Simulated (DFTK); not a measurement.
**Sb under changes of volume**

One of the cells (30.206 Å³/atom); the others are scaled copies at fixed shape and fractional positions:

```
CELL_PARAMETERS angstrom
2.15420 1.24373 3.75800
-2.15420 1.24373 3.75800
0.00000 -2.48746 3.75800
ATOMIC_POSITIONS crystal
Sb 0.76651 0.76651 0.76651
Sb 0.23349 0.23349 0.23349
```

* Program: DFTK 0.8.2
* Functional: PBE
* Potentials or basis: SG15 1.2 (PBE)
* Cutoff: 1225 eV
* k mesh: 5 × 5 × 5
* Occupations: fermi-dirac, width 0.05 eV
* Spin: no spin polarisation

```tsv
volume (Å³/atom)	energy over the lowest point (meV/atom)	pressure (GPa)	gap on the mesh (eV)	largest force (eV/Å)
28.393	65.86	7.2	0.35	0.403
28.998	41.88	5.5	0.36	0.281
29.602	?	?	?	?
30.206	11.26	2.7	0.37	0.064
30.810	3.46	1.5	0.37	0.034
31.414	0.00	0.4	0.37	0.125
32.018	0.43	-0.6	0.36	0.210
```

Problem. What does the run at 29.602 Å³/atom give?

Solution. Energy over the lowest point 23.88 meV/atom; pressure 4.0 GPa; gap on the mesh 0.37 eV; largest force 0.169 eV/Å.

Worked out: A Birch-Murnaghan fit of order 3 (a polynomial in V^(-2/3)) to the other rows has its minimum at 31.64 Å³/atom with B0 = V·E''(V) = 52 GPa and B' = 4.5 at fixed shape and positions, which overstates the stiffness. It gives 23.89 meV/atom at 29.602 Å³/atom, against the run's 23.88, and -dE/dV = 4.0 GPa, against 4.0. A parabola through the other rows of the gap, of slope 0.25 eV per unit of ln V there, gives 0.37 eV, against the run's 0.37.

Energies are extrapolated to zero smearing.

Caveats: spin-orbit coupling is left out, which moves the levels of the heavy elements; an odd mesh through Γ misses points on the zone boundary, where band edges often lie.
